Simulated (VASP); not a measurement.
Input of a VASP 6.6.1 run:

The input INCAR:

```
SYSTEM = PbSe
AGGAC = 1.0
AGGAX = 1.0
ALDAC = 0.0
ALDAX = 1.0
ALGO = Normal
EDIFF = 1E-6
ENCUT = 520
GGA = B5
ISIF = 2
ISMEAR = -1
IVDW = 12
LASPH = .True.
LCHARG = .False.
LREAL = .False.
LWAVE = .False.
NBANDS = 17
NELM = 60
PREC = Accurate
SIGMA = 0.05
VDW_A1 = 0.4298
VDW_A2 = 4.2359
VDW_S6 = 1.0
VDW_S8 = 2.6996
```

File KPOINTS:

```
k-points
0
Gamma
  8 8 8
  0 0 0
```

File POSCAR:

```
PbSe
1.0
    0.0000000000      3.0795035896      3.0795035896
    3.0795035896      0.0000000000      3.0795035896
    3.0795035896      3.0795035896      0.0000000000
Pb Se
1 1
Direct
    0.0000000000      0.0000000000      0.0000000000
    0.5000000000      0.5000000000      0.5000000000
```

Potentials or basis: VASP PAW PBE potentials, release 64 (Pb_d, Se).

Run with:

```sh
$ cat potpaw_PBE.64/Pb_d/POTCAR potpaw_PBE.64/Se/POTCAR > POTCAR
$ mpirun -np 1 vasp_std > vasp.out
```

Question: What does it give for the band gap on the k mesh?

Answer: 0.45 eV, direct.

Question: What does it give for the pressure?

Answer: 0.1 GPa.

Question: Predict the dispersion energy per atom.

Answer: -0.849 eV.

Caveat: the PAW data sets were made with another functional, which shifts forces and pressure a little; spin-orbit coupling is left out, which moves the levels of the heavy elements.

**The experiment to reproduce.**

From a printed reference work, monograph, for a bulk crystal of PbSe at 300 K: band gap 0.28 eV (direct).

Measured gap of PbSe: 0.28 eV (direct; 300 K; a printed reference work, monograph). This calculation gives 0.45 eV (+0.17 eV). 2 values of this kind are on record (0.15 to 0.28 eV); this one was drawn at random. Spin-orbit coupling on Pb, Se is left out. The value is that of BLYP+D3(BJ) on a finite k mesh, which can miss the band edges, without temperature or zero-point motion.
